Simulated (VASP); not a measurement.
# CNH₃: convergence, relaxation of the atoms

CNH₃, molecule in box, 5 atoms in the cell. PBE, relaxation of the atoms; PAW potentials C, N, H (PBE set). VASP 6.6.1.

Wanted: energy within 1 meV/atom; two shortest distances of each atom within 0.01 Å.

POSCAR:
```
H3CN
1.0
   11.0000000000      0.0000000000      0.0000000000
    0.0000000000     12.0000000000      0.0000000000
    0.0000000000      0.0000000000     10.0000000000
C N H
1 1 3
Direct
    0.5236440000      0.4662380000      0.5019780000
    0.5732960000      0.5534550000      0.4763920000
    0.4223580000      0.4636740000      0.5326850000
    0.5682920000      0.3807920000      0.4960570000
    0.5244560000      0.6169120000      0.4806890000
```

The series start from Force threshold EDIFFG (eV/Å): -0.02; Electronic threshold EDIFF (eV): 1e-6; Relaxation method: conjugate gradient, POTIM 0.5; Mixing and least electronic steps: default. Each series keeps the choices made before it, and each single choice may use up half of a tolerance.

## Force threshold EDIFFG (eV/Å)

| Force threshold EDIFFG (eV/Å) | Energy less reference (meV/atom) | Two shortest distances of each atom, largest deviation (Å) | Time (s) |
|---|---|---|---|
| -0.1 | 0.1 | 0.010 | 54 |
| -0.05 | 0.0 | 0.002 | 60 |
| -0.03 | 0.0 | 0.001 | 62 |
| -0.02 | 0.0 | 0.001 | 65 |
| -0.01 | 0.0 | 0.000 | 73 |
| -0.005 | 0.0 | 0.000 | 89 |
| -0.002 (reference) | 0.0 | 0.000 | 83 |

Chosen: -0.05, the loosest value from which every tighter one stays within half of the tolerance.

## Electronic threshold EDIFF (eV)

| Electronic threshold EDIFF (eV) | Energy less reference (meV/atom) | Two shortest distances of each atom, largest deviation (Å) | Time (s) |
|---|---|---|---|
| 0.001 | 0.0 | 0.001 | 31 |
| 0.0001 | 0.0 | 0.001 | 36 |
| 1e-5 | 0.0 | 0.000 | 45 |
| 1e-6 | 0.0 | 0.000 | 60 |
| 1e-7 (reference) | 0.0 | 0.000 | 82 |

Chosen: 0.001.

## Relaxation method

| Relaxation method | Energy less reference (meV/atom) | Two shortest distances of each atom, largest deviation (Å) | Time (s) |
|---|---|---|---|
| conjugate gradient, POTIM 0.5 | 0.0 | 0.000 | 31 |
| conjugate gradient, POTIM 0.2 | 0.0 | 0.001 | 26 |
| conjugate gradient, POTIM 1.0 | 0.0 | 0.001 | 39 |
| quasi-Newton, POTIM 0.5 | 0.0 | 0.001 | 24 |
| quasi-Newton, POTIM 0.3, 10 steps kept | 0.0 | 0.001 | 22 |
| quasi-Newton, POTIM 0.5, at least 5 electronic steps | 0.0 | 0.002 | 28 |
| damped dynamics, POTIM 0.2, SMASS 0.4 | no result | no result | 659 |
| damped dynamics, POTIM 0.4, SMASS 0.8 | ran out of time | ran out of time | 2401 |
| velocity quench, POTIM 0.1 | 0.1 | 0.003 | 26 |

Chosen: quasi-Newton, POTIM 0.3, 10 steps kept, the fastest of those that stay within half of the tolerance.

## Mixing and least electronic steps

| Mixing and least electronic steps | Energy less reference (meV/atom) | Two shortest distances of each atom, largest deviation (Å) | SCF iterations | Time (s) |
|---|---|---|---|---|
| default | 0.0 | 0.000 | 46 | 22 |
| MAXMIX 40 | 0.0 | 0.002 | 44 | 28 |
| NELMIN 4 | 0.0 | 0.002 | 54 | 31 |
| NELMIN 4, MAXMIX 40 | 0.0 | 0.004 | 51 | 31 |
| ALGO Fast | 0.0 | 0.001 | 52 | 46 |

Chosen: default; no other choice that stays within half of the tolerance saves 30 % of the time.

## All choices together

| Input | Energy less reference (meV/atom) | Two shortest distances of each atom, largest deviation (Å) | Time (s) |
|---|---|---|---|
| program defaults (naive) | 0.2 | 0.011 | 51 |
| chosen settings | 0.0 | 0.002 | 22 |
| reference settings throughout | 0.0 | 0.000 | 159 |

The tolerance is met.

## The input

INCAR:
```
SYSTEM = H3CN
PREC     = Normal         ! precision mode
ENCUT    = 400            ! plane-wave cutoff, eV
EDIFF    = 0.001          ! SCF threshold, eV
ISMEAR   = 0              ! smearing method
SIGMA    = 0.01           ! smearing width, eV
ISYM     = 0            
LREAL    = .FALSE.        ! projectors in reciprocal space
LASPH    = .TRUE.         ! aspherical terms in the spheres
NELM     = 100            ! most SCF steps
ALGO     = Normal         ! electronic algorithm
LWAVE    = .FALSE.        ! write WAVECAR
LCHARG   = .FALSE.        ! write CHGCAR
IBRION   = 1              ! ionic algorithm
NSW      = 150            ! ionic steps
ISIF     = 2              ! what is computed and relaxed
EDIFFG   = -0.05          ! ionic threshold
POTIM    = 0.3            ! step
KPAR     = 1            
NFREE    = 10            
```

KPOINTS:
```
k-points
0
Gamma
  1 1 1
```

Commands:
```
cat potpaw_PBE.64/C/POTCAR potpaw_PBE.64/N/POTCAR potpaw_PBE.64/H/POTCAR > POTCAR
mpirun -np 4 vasp_gam > vasp.out
```

The chosen input took VASP 6.6.1 22 s on 4 cores (AMD EPYC 9R45 (Zen 5)), a shared host.

## An input that fails: no relaxation method typed, so the run becomes molecular dynamics without a time step

VASP's message: Fatal error! IBRION=0, but no entry for POTIM on file INCAR. MUST be specified!.

Changes against the starting input:
```
- IBRION = 2
- POTIM = 0.5
```
